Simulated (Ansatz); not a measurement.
Start of a relaxation, clean slab, lower planes held (WS$_{2}$, R3m (No. 160), (0 0 1) face):

```xyz
12
Lattice="6.3144 0.0000 0.0000 -3.1572 5.4684 0.0000 0.0000 0.0000 19.1453" Properties=species:S:1:pos:R:3 pbc="T T T"
S     3.1572    1.8228    8.0000
S     1.5786    4.5570    8.0000
S     0.0000    1.8228    8.0000
S    -1.5786    4.5570    8.0000
W     1.5786    0.9114    9.5732
W     0.0000    3.6456    9.5732
W     4.7358    0.9114    9.5732
W     3.1572    3.6456    9.5732
S     3.1572    1.8228   11.1453
S     1.5786    4.5570   11.1453
S     0.0000    1.8228   11.1453
S    -1.5786    4.5570   11.1453
```

Theory: DFT PBE+D3(BJ), scalar-relativistic, plane waves, PAW (Ansatz). Settings: cutoff 420 eV, Γ-centred mesh 3×3×1 on the computed 12-atom cell, Gaussian smearing of 0.05 eV; no spin polarisation. The cell repeats along c with a dipole correction in the vacuum.

Atoms 1, 2, 3, 4 (counted from 1) are held. The cell is fixed. Force threshold 0.03 eV/Å.

(1) Where does it end?

Spin–orbit coupling is left out, which can shift energies with elements as heavy as these.

Results:

(1) The energy falls by 0.002 eV in 3 steps, to:

```yaml
crystal:
  lattice:
    - [6.31441, 0.00000, 0.00000]
    - [-3.15720, 5.46844, 0.00000]
    - [0.00000, 0.00000, 19.14527]
  atoms:
    - { symbol: S, position: [0.66667, 0.33333, 0.41786] }
    - { symbol: S, position: [0.66667, 0.83333, 0.41786] }
    - { symbol: S, position: [0.16667, 0.33333, 0.41786] }
    - { symbol: S, position: [0.16667, 0.83333, 0.41786] }
    - { symbol: W, position: [0.33333, 0.16667, 0.50023] }
    - { symbol: W, position: [0.33333, 0.66667, 0.50023] }
    - { symbol: W, position: [0.83333, 0.16667, 0.50023] }
    - { symbol: W, position: [0.83333, 0.66667, 0.50023] }
    - { symbol: S, position: [0.66667, 0.33333, 0.58260] }
    - { symbol: S, position: [0.66667, 0.83333, 0.58260] }
    - { symbol: S, position: [0.16667, 0.33333, 0.58260] }
    - { symbol: S, position: [0.16667, 0.83333, 0.58260] }
```

The reference crystal is a form of WS2, which isn't its usual structure.